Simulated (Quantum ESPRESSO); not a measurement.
Crystal: Sn.

```
Sn
1.0
     0.00000    3.23334    3.23334
     3.23334    0.00000    3.23334
     3.23334    3.23334    0.00000
Sn
2
Direct
  0.75000 0.75000 0.75000
  0.50000 0.50000 0.50000
```

This isn't the form of Sn at room conditions, which is tetragonal (white tin).

Program: Quantum ESPRESSO 7.5. Alike in all runs: no spin polarisation; cell as given; smearing fermi-dirac 0.05 eV.

**Question.** Order these runs on this cell by their pressure, lowest first.
A. level PBEsol; potentials or basis PseudoDojo 0.4.1 SR PBEsol standard; k mesh 7 × 7 × 7; cutoff (eV) 980; mesh quality not flagged
B. level PBE; potentials or basis SG15 PBE 1.2; k mesh 2 × 2 × 2; cutoff (eV) 952; mesh quality coarse
C. level PBE; potentials or basis PseudoDojo 0.4.1 SR PBE standard; k mesh 5 × 5 × 5; cutoff (eV) 980; iterations 0; k mesh for the Wannier functions 4 × 4 × 4; mesh quality coarse
D. level vdW-DF; potentials or basis PseudoDojo 0.4.1 SR PBE standard; k mesh 7 × 7 × 7; cutoff (eV) 980; mesh quality not flagged
E. level LDA; potentials or basis PseudoDojo 0.4.1 SR LDA standard; k mesh 7 × 7 × 7; cutoff (eV) 980; form of the LDA correlation PW92; mesh quality not flagged

**Answer.** E (0.1 GPa), A (1.6 GPa), C (4.1 GPa), D (5.9 GPa), B (12.8 GPa).

Caveats: some runs use coarse meshes; the potentials were made for another functional, which shifts forces and pressure (some runs).

Not every run made on this cell is shown here.
